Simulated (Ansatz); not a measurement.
Computed properties of Zr

```
Zr
1.0
     0.00000    3.13865    3.13865
     3.13865    0.00000    3.13865
     3.13865    3.13865    0.00000
Zr
2
Direct
  0.00000 0.00000 0.00000
  0.25000 0.25000 0.25000
```

Atoms are numbered in the order listed.

Conventional cell: a = 6.277 Å, b = 6.277 Å, c = 6.277 Å, α = 90.00°, β = 90.00°, γ = 90.00°. Zr (atom 1) is surrounded by 4 Zr at 2.72 Å.

The cell was built from the diamond type and relaxed in the same program, and has space group Fd-3m; it needn't be a known or the stable phase.

Method: Ansatz 0.2.0, DFT, PBE, all-electron LAPW, scalar-relativistic.

Numerical set-up: a Γ-centred 10×10×10 k mesh, Fermi–Dirac smearing of 0.05 eV, basis error target 0.25 meV/atom, no spin polarisation.

* Band gap: none at this level of theory (metallic, semimetallic, or a small gap that the functional closes)
* Density of states at the Fermi level (0.2 eV bin): 4.07 states/eV per cell
* Volume per atom: 30.92 Å³
* Pressure at this cell: 0.01 GPa
